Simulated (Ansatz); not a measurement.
# Hf/SiC/Zr: conductance against the thickness of the layer, part 7 of 7

How fast does the current through Hf/SiC/Zr fall with each added layer? The lower electrode is Hf hcp(0001), the upper one Zr hcp(0001); the barrier is SiC zinc blende(111) (whole bilayers). In the first transport cell, after relaxation, the nearest pair of electrode and barrier is Hf–C at 2.19 Å, along the normal, at the lower face and Zr–Si at 3.07 Å, at a slant, at the upper one. All share a net of side 3.2 Å, which strains the lower electrode by +0.0 %, the upper one by -0.9 % and the barrier by +3.3 %, against typed lattice constants near PBE's. The first steps treat the bulk electrodes alone.

Ansatz 0.2.0; PBE DFT, plane waves, PAW files (the session's first sound run).

So far. Step 12 (Conductance, atomic planes in the barrier 18, gap …): G = 6.8e10 S/m² (1/G = 14.7 Ω µm²), 0.34 times the step before of this kind. The largest error estimate is 104 %, from the leads' potential steps. In the worse lead the potential repeats within 87 meV, which the program flags as too much for a lead, so G carries that doubt. Step 14 (Fit against thickness): From the end points alone, β = ln(1.02e+14 / 6.8e+10) / 17.53 Å = 7.32 / 17.53 Å = 0.42 Å⁻¹.

## (16) The same cell, other settings, 26 atoms

This step: PBE DFT, plane waves, PAW files; ballistic transmission by layer matching between semi-infinite leads; changed: output.transmission.kpoints = null, output.transmission.kmesh = [1, 1] (Ansatz 0.2.0).

System of this step: Hf/SiC/Zr. The cell holds 26 atoms: 11 Hf, 2 C, 2 Si and 11 Zr. Its edges and angles: a = 3.200 Å, b = 3.200 Å, c = 73.225 Å, α = 90.0°, β = 90.0°, γ = 120.0°. Regions: left electrode, 11 atoms (11 Hf); barrier, 4 atoms (2 C and 2 Si); right electrode, 11 atoms (11 Zr). Vacuum lies along c.

This run repeats an earlier one, its twin (the conductance run, 4 atomic planes between the electrodes), with one setting changed (output.transmission.kmesh; files written aside). The setting was drawn as a possible misstep, on purpose. Where the input is shown as a difference, that is against the step before, not the twin.

Contents of input.yaml:

```yaml
crystal:
  lattice:
    - [3.2, 0.0, 0.0]
    - [-1.6, 2.7712812921, 0.0]
    - [0.0, 0.0, 73.2252659942]
  atoms:
    - { symbol: Hf, position: [0.33333333, 0.66666667, 0.0955954192] }
    - { symbol: Hf, position: [0.0, 0.0, 0.1302731982] }
    - { symbol: Hf, position: [0.33333333, 0.66666667, 0.1649509772] }
    - { symbol: Hf, position: [0.0, 0.0, 0.1996287561] }
    - { symbol: Hf, position: [0.33333333, 0.66666667, 0.2343065351] }
    - { symbol: Hf, position: [0.0, 0.0, 0.2689843141] }
    - { symbol: Hf, position: [0.33333333, 0.66666667, 0.303662093] }
    - { symbol: Hf, position: [0.0, 0.0, 0.338339872] }
    - { symbol: Hf, position: [0.33333333, 0.66666667, 0.373017651] }
    - { symbol: Hf, position: [0.0, 0.0, 0.4076954299] }
    - { symbol: Hf, position: [0.33333333, 0.66666667, 0.4429270964] }
    - { symbol: C, position: [0.33333333, 0.66666667, 0.4727906394] }
    - { symbol: Si, position: [0.66666667, 0.33333333, 0.4804269895] }
    - { symbol: C, position: [0.66666667, 0.33333333, 0.506741396] }
    - { symbol: Si, position: [0.0, 0.0, 0.5157120313] }
    - { symbol: Zr, position: [0.33333333, 0.66666667, 0.5491164761] }
    - { symbol: Zr, position: [0.0, 0.0, 0.5837210243] }
    - { symbol: Zr, position: [0.33333333, 0.66666667, 0.6193525306] }
    - { symbol: Zr, position: [0.0, 0.0, 0.6549840368] }
    - { symbol: Zr, position: [0.33333333, 0.66666667, 0.6906155431] }
    - { symbol: Zr, position: [0.0, 0.0, 0.7262470494] }
    - { symbol: Zr, position: [0.33333333, 0.66666667, 0.7618785557] }
    - { symbol: Zr, position: [0.0, 0.0, 0.7975100619] }
    - { symbol: Zr, position: [0.33333333, 0.66666667, 0.8331415682] }
    - { symbol: Zr, position: [0.0, 0.0, 0.8687730745] }
    - { symbol: Zr, position: [0.33333333, 0.66666667, 0.9044045808] }
kpoints:
  mp_grid: { grid: [12, 12, 1] }
scf:
  occupations: { method: fermi_dirac, width: 0.1 }
  max_iter: 150
hamiltonian:
  xc: pbe
output:
  transmission:
    kmesh: [1, 1]
    e_range: [-0.26, 0.27]
    de: 0.0375
    leads: [[4, 6], [20, 22]]
```

Run with:

```sh
$ ansatz run input.yaml --threads 4 --pin off --max-ram 12288MiB --backend cpu --events-out ev --progress --plain --runs-dir out
```

Numbers of over 12 decimals in the logs are rounded to 6 here.

Output:

```text
Engine: ansatz 0.2.0, aarch64-unknown-linux-gnu
Pseudopotentials: kind: paw
Pseudopotential: Hf, paw, valence charge 26, recommended cutoff 420 eV (normal), Hf.paw.azcp
Pseudopotential: C, paw, valence charge 4, recommended cutoff 420 eV (normal), C.paw.azcp
Pseudopotential: Si, paw, valence charge 4, recommended cutoff 420 eV (normal), Si.paw.azcp
Pseudopotential: Zr, paw, valence charge 12, recommended cutoff 420 eV (normal), Zr.paw.azcp
Functional definition: PBE
  parameter kappa = 0.804
  parameter beta = 0.066725
  exchange = pbe_x(kappa = kappa, mu = beta*pi^2/3)
  correlation = pbe_c(beta = beta)
Crystal: 26 atoms, lattice volume = 649.369 Å³
Basis set: ecut = 420 eV, 12869 PW (Γ)
Bands: 261, of which v1, the nominal top of the filled ones, is band 217 counted from 1 (216 counted from 0)
Symmetry: 6 space group operations
Space group: P3m1 (ITA 156), of the structure as read, at distance tolerance 8.7e-5 Å
k-points: 19 of 144 (time reversal used)
Non-local potential: Hf, projectors of the file, l = 0: 3, l = 1: 2, l = 2: 2, l = 3: 3
Non-local potential: C, projectors of the file, l = 0: 2, l = 1: 2, l = 2: 1
Non-local potential: Si, projectors of the file, l = 0: 2, l = 1: 2, l = 2: 2
Non-local potential: Zr, projectors of the file, l = 0: 3, l = 1: 2, l = 2: 2, l = 3: 2
PAW form: soft (Blöchl's): semilocal exchange-correlation on the pseudo side does not see the compensation charge
PAW one-centre angular grid: Hf, 590 points (default); XC on 64 Gauss nodes
PAW one-centre angular grid: C, 110 points (default); XC on 64 Gauss nodes
PAW one-centre angular grid: Si, 110 points (default); XC on 64 Gauss nodes
PAW one-centre angular grid: Zr, 590 points (default); XC on 64 Gauss nodes
Initial density: superposition of atomic densities (neutral atoms: chi_scale 0, normalization atom), corrected by the library's trained network
Initial wavefunctions: pseudopotential atomic-orbital guess
Functional: x = pbe(κ = 0.804, μ = 0.219515), c = pbe(β = 0.066725)
SCF iter   1: F=—  HF=-220729.293482 eV  |F-HF|=—  |Δ(HF+E_count)|=         —  Δρ=1.27e-2  dr2=5.96e2  ethr=1.77e-3  ⟨swp⟩=6.3  Hψ=17094  notcnv=0  defer=8
preconditioner: auto → LDOS  [metal: Δε(μ)=0.009 eV  Ē_g=13.401 eV  σ=0.100 eV  W_gap=0.02  n_scr=220 (ndim 8)  ℏωp=26.2 eV  f_vac=0.144  D(μ)=26.87/eV (n_scr^D=272)  β→1.0]
SCF iter   2: F=—  HF=-220728.512543 eV  |F-HF|=—  |Δ(HF+E_count)|=   7.81e-1  Δρ=2.75e-3  dr2=4.18e0  ethr=1.77e-3  ⟨swp⟩=2.6  Hψ=6150  notcnv=0  defer=13
SCF iter   3: F=—  HF=-220728.500659 eV  |F-HF|=—  |Δ(HF+E_count)|=   1.19e-2  Δρ=1.46e-3  dr2=7.08e-2  ethr=9.63e-4  ⟨swp⟩=2.2  Hψ=5496  notcnv=0  defer=18
SCF iter   4: F=—  HF=-220728.493564 eV  |F-HF|=—  |Δ(HF+E_count)|=   7.09e-3  Δρ=5.37e-4  dr2=1.49e-2  ethr=1.63e-5  ⟨swp⟩=2.5  Hψ=9537  notcnv=0  defer=18
SCF iter   5: F=—  HF=-220728.492566 eV  |F-HF|=—  |Δ(HF+E_count)|=   9.98e-4  Δρ=1.15e-4  dr2=5.32e-4  ethr=3.42e-6  ⟨swp⟩=2.0  Hψ=8362  notcnv=0  defer=18
SCF iter   6: F=—  HF=-220728.492556 eV  |F-HF|=—  |Δ(HF+E_count)|=   1.03e-5  Δρ=5.00e-5  dr2=8.81e-5  ethr=1.23e-7  ⟨swp⟩=2.2  Hψ=7947  notcnv=0  defer=18
SCF iter   7: F=—  HF=-220728.491492 eV  |F-HF|=—  |Δ(HF+E_count)|=   1.06e-3  Δρ=2.03e-5  dr2=1.99e-5  ethr=2.03e-8  ⟨swp⟩=2.1  Hψ=7300  notcnv=0  defer=14
SCF iter   8: F=—  HF=-220728.491494 eV  |F-HF|=—  |Δ(HF+E_count)|=   2.47e-6  Δρ=6.54e-6  dr2=1.06e-6  ethr=4.60e-9  ⟨swp⟩=1.9  Hψ=5327  notcnv=0  defer=14
SCF iter   9: F=—  HF=-220728.491495 eV  |F-HF|=—  |Δ(HF+E_count)|=   5.15e-7  Δρ=2.31e-6  dr2=2.72e-7  ethr=2.30e-11  ⟨swp⟩=13.7  Hψ=18925  notcnv=0
SCF iter  10: F=-220728.491495 eV  HF=-220728.491495 eV  |F-HF|=2.17e-8  |Δ(HF+E_count)|=   4.70e-8  Δρ=9.52e-7  dr2=2.76e-8  ethr=2.30e-11  ⟨swp⟩=3.5  Hψ=11631  notcnv=0
SCF 1 converged in 10 iterations: F = -220728.491495 eV  dr2 = 2.76e-8
[...]
transmission: 16 of 59 steps passed
transmission: 18 of 59 steps passed
[...]
transmission: 59 of 59 steps passed
Second SCF, for the conductance: iteration 1, dr2 2.331e0 eV
Second SCF, for the conductance: iteration 2, dr2 1.014e-1 eV
Second SCF, for the conductance: iteration 3, dr2 6.711e-4 eV
Second SCF, for the conductance: iteration 4, dr2 2.066e-4 eV
Second SCF, for the conductance: iteration 5, dr2 1.359e-4 eV
Second SCF, for the conductance: iteration 6, dr2 1.152e-5 eV
Second SCF, for the conductance: iteration 7, dr2 4.476e-7 eV
```

It took 10 min on 4 threads of Arm Neoverse V1, shared host; peak memory 7.5 GiB.

The run was cut off at the time limit after its SCF cycle had converged; no result of it is taken.

The fault put into the input: one point across the current (output.transmission.kmesh = [1, 1]).

## (17) What came out

```
1/G at 7.78 Å gap : 0.00976 Ω um²
1/G at 25.3 Å gap : 14.7 Ω um²
decay constant β  : 0.43 Å⁻¹
```

What this shows: A fit of ln G against d gives β = 0.43 Å⁻¹, and step by step the slopes are 0.30, 0.37, 0.46, 0.46, 0.43 and 0.43 Å⁻¹. They differ by more than a fifth, so the fit is an average; how much of this is a real bend and how much error of the runs wasn't traced. A transmission of 0.048 across 10 Å is too high for tunnelling deep in a gap, so the spacer works as a low barrier at best. The program's largest error estimate on these conductances is 166 %, from the leads' potential steps, in the run that gave 1.9e13 S/m², so that value may be off by a large factor, and what is derived from it shares the doubt. In 7 of these 7 runs a lead's potential steps by more than 25 meV, which the program flags as too much. No spin-orbit coupling, phonons, disorder or image charges enter; the interfaces are ordered, one cell wide and lattice-matched by strain. Semilocal gaps are too small, which can bring a band edge of the barrier nearer to the Fermi level than it is.

[Logs are printed without paths, hosts, clocks, repeated set-up lines and the standing remarks that a program may print on its own settings, such as how far it seeks lower states.]

[Hosts, paths, dates, database ids (printed as entryN), source tags and the programs' standing remarks are cut or masked in the printed files.]
